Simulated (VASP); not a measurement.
# TePb (Fm-3m) in VASP: further runs, part 2 of 2

VASP 6.6.1. The steps go on from the part before.

**4. Relaxation of cell and atoms, PBE**

INCAR

```
SYSTEM = TePb
PREC     = Accurate       ! precision mode
ENCUT    = 600            ! plane-wave cutoff, eV
EDIFF    = 1E-6           ! SCF threshold, eV
ISMEAR   = 0              ! smearing method
SIGMA    = 0.03           ! smearing width, eV
LREAL    = .False.        ! projectors in reciprocal space
LASPH    = .True.         ! aspherical terms in the spheres
NELM     = 80             ! most SCF steps
ALGO     = Normal         ! electronic algorithm
ISIF     = 3              ! what is computed and relaxed
LWAVE    = .False.        ! write WAVECAR
LCHARG   = .False.        ! write CHGCAR
GGA      = PE             ! functional
IBRION   = 2              ! ionic algorithm
NSW      = 90             ! ionic steps
EDIFFG   = -0.01          ! ionic threshold
```

KPOINTS

```
regular mesh
0
Gamma
  10 10 10
  0 0 0
```

POSCAR

```
TePb
1.0
    0.0000000000      3.2310000000      3.2310000000
    3.2310000000      0.0000000000      3.2310000000
    3.2310000000      3.2310000000      0.0000000000
Te Pb
1 1
Direct
    0.5000000000      0.5000000000      0.5000000000
    0.0000000000      0.0000000000      0.0000000000
```

Potentials or basis: VASP PAW PBE potentials, release 64 (Te, Pb_d).

Started as:

```
> cat potpaw_PBE.64/Te/POTCAR potpaw_PBE.64/Pb_d/POTCAR > POTCAR
> mpirun -np 1 vasp_std > vasp.out
```

OUTCAR:

```text
SYSTEM = TePb
   PREC = Accurate
   ENCUT = 600
   EDIFF = 1E-6
   ISMEAR = 0
   LREAL = .False.
   LASPH = .True.
   NELM = 80
   ISIF = 3
   GGA = PE
   IBRION = 2
   NSW = 90
   EDIFFG = -0.01

 ion  position               nearest neighbor table
   1  0.500  0.500  0.500-   2 3.23   2 3.23   2 3.23   2 3.23   2 3.23   2 3.23
   2  0.000  0.000  0.000-   1 3.23   1 3.23   1 3.23   1 3.23   1 3.23   1 3.23

  LATTYP: Found a face centered cubic cell.
 ALAT       =     6.4620000000

  Lattice vectors:

 A1 = (   0.0000000000,   3.2310000000,   3.2310000000)
 A2 = (   3.2310000000,   0.0000000000,   3.2310000000)
 A3 = (   3.2310000000,   3.2310000000,   0.0000000000)

Analysis of symmetry for initial positions (statically):
=====================================================================
 Subroutine PRICEL returns:
 Original cell was already a primitive cell.

 Routine SETGRP: Setting up the symmetry group for a
 face centered cubic supercell.

 Subroutine GETGRP returns: Found 48 space group operations
 (whereof 48 operations were pure point group operations)
 out of a pool of 48 trial point group operations.

The static configuration has the point symmetry O_h .

Analysis of symmetry for dynamics (positions and initial velocities):
=====================================================================
 Subroutine PRICEL returns:
 Original cell was already a primitive cell.

 Routine SETGRP: Setting up the symmetry group for a
 face centered cubic supercell.

 Subroutine GETGRP returns: Found 48 space group operations
 (whereof 48 operations were pure point group operations)
 out of a pool of 48 trial point group operations.

The dynamic configuration has the point symmetry O_h .

 Subroutine INISYM returns: Found 48 space group operations
 (whereof 48 operations are pure point group operations),
 and found     1 'primitive' translations

[... 135 lines left out ...]

 number of electron      19.9999998 magnetization

 Free energy of the ion-electron system (eV)
  ---------------------------------------------------
  ext. energy  EPLUGINS =         0.00000000
  ---------------------------------------------------
  free energy    TOTEN  =        -7.50145722 eV

  energy without entropy =       -7.50145722  energy(sigma->0) =       -7.50145722

------------------------ aborting loop because EDIFF is reached ----------------------------------------

  FORCE on cell =-STRESS in cart. coord.  units (eV):
  Direction    XX          YY          ZZ          XY          YZ          ZX
  --------------------------------------------------------------------------------------
  -------------------------------------------------------------------------------------
  Total        0.8816382      0.8816382      0.8816382      0.0000000      0.0000000      0.0000000
  in kB       20.9392013     20.9392013     20.9392013      0.0000000      0.0000000      0.0000000
  external PRESSURE =      20.9392013 kB  Pullay stress =       0.0000000 kB
[... 59 lines left out ...]
--------------------------------------- Ionic step        3  -------------------------------------------

 number of electron      20.0000002 magnetization

 Free energy of the ion-electron system (eV)
  ---------------------------------------------------
  ext. energy  EPLUGINS =         0.00000000
  ---------------------------------------------------
  free energy    TOTEN  =        -7.52273629 eV

  energy without entropy =       -7.52273629  energy(sigma->0) =       -7.52273629

 E-fermi :   5.1487     XC(G=0):  -9.0817

 val. band max:        5.0026448126   @ k =   0.5000   0.0000   0.0000
 cond. band min:       5.8339775230   @ k =   0.5000   0.0000   0.0000
 fundamental gap:      0.8313327104
 Fermi energy:         5.1486707947

 k-point     1 :       0.0000    0.0000    0.0000
  band No.  band energies     occupation
      1     -11.6407      2.00000
      2     -11.6407      2.00000
      3     -11.6351      2.00000
      4     -11.6351      2.00000
      5     -11.6351      2.00000
      6      -6.6160      2.00000
      7      -0.7062      2.00000
      8       3.8451      2.00000
      9       3.8451      2.00000
     10       3.8451      2.00000
     11       9.0295      0.00000
     12       9.0295      0.00000
     13       9.0295      0.00000
     14      10.9159      0.00000
[... 377 lines left out ...]
      1     -11.6740      2.00000
      2     -11.6401      2.00000
      3     -11.6352      2.00000
      4     -11.6193      2.00000
      5     -11.6184      2.00000
      6      -5.4728      2.00000
      7      -2.2679      2.00000
      8       2.1723      2.00000
      9       2.7981      2.00000
     10       2.8477      2.00000
     11       8.8877      0.00000
     12       9.3159      0.00000
     13       9.5311      0.00000
     14       9.7144      0.00000

 [... further k-points ...]
[... 5 lines left out ...]
  --------------------------------------------------------------------------------------
  -------------------------------------------------------------------------------------
  Total        0.0007484      0.0007484      0.0007484      0.0000000     -0.0000000     -0.0000000
  in kB        0.0169279      0.0169279      0.0169279      0.0000000     -0.0000000     -0.0000000
  external PRESSURE =       0.0169279 kB  Pullay stress =       0.0000000 kB
[... 17 lines left out ...]
  FREE ENERGIE OF THE ION-ELECTRON SYSTEM (eV)
  ---------------------------------------------------
  free  energy   TOTEN  =        -7.5227362858 eV

  energy  without entropy=       -7.5227362858  energy(sigma->0) =       -7.52273629

 reached required accuracy - stopping structural energy minimisation
```

CONTCAR:

```text
TePb
   1.00000000000000
     0.0000000000000000    3.2839997411211370    3.2839997411211366
     3.2839997411211366    0.0000000000000000    3.2839997411211366
     3.2839997411211366    3.2839997411211370    0.0000000000000000
  Te              Pb
     1     1
Direct
     0.5000000000000000    0.5000000000000000    0.5000000000000000
     0.0000000000000000    0.0000000000000000    0.0000000000000000

  0.00000000E+00  0.00000000E+00  0.00000000E+00
  0.00000000E+00  0.00000000E+00  0.00000000E+00
```

It took 2.2 min on 1 thread of Intel Xeon Platinum 8259CL at 2.50GHz (Skylake/Cascade Lake), shared host; peak memory 0.28 GiB.

Results:

```
Free energy                            : -7.5227 eV
Relaxed volume                         : 35.42 Å³/atom
Relaxed cell                           : a = 4.644 Å, b = 4.644 Å, c = 4.644 Å, α = 60.00°, β = 60.00°, γ = 60.00°
Space group after relaxing (to 0.05 Å) : Fm-3m (No. 225)
Energy gained by relaxing              : 10.6 meV/atom
Ionic steps                            : 3
Pressure after relaxing                : 0.0 GPa
Band gap on the k mesh                 : 0.83 eV, direct
```

The path:
```
step  energy change (eV)  largest force (eV/Å)  pressure (GPa)  volume (Å³)
   1              0.0000                0.0000            2.09        67.46
   2             -0.0195                0.0000           -0.55        71.86
   3             -0.0213                0.0000            0.00        70.83
```

Final structure:
```xyz
2
Lattice="0.0000 3.2840 3.2840 3.2840 0.0000 3.2840 3.2840 3.2840 0.0000" Properties=species:S:1:pos:R:3 pbc="T T T"
Te    3.2840    3.2840    3.2840
Pb    0.0000    0.0000    0.0000
```

Caveat: spin-orbit coupling is left out, which as a rule narrows the gap of such compounds by several tenths of an eV. A k mesh can miss the band edges.
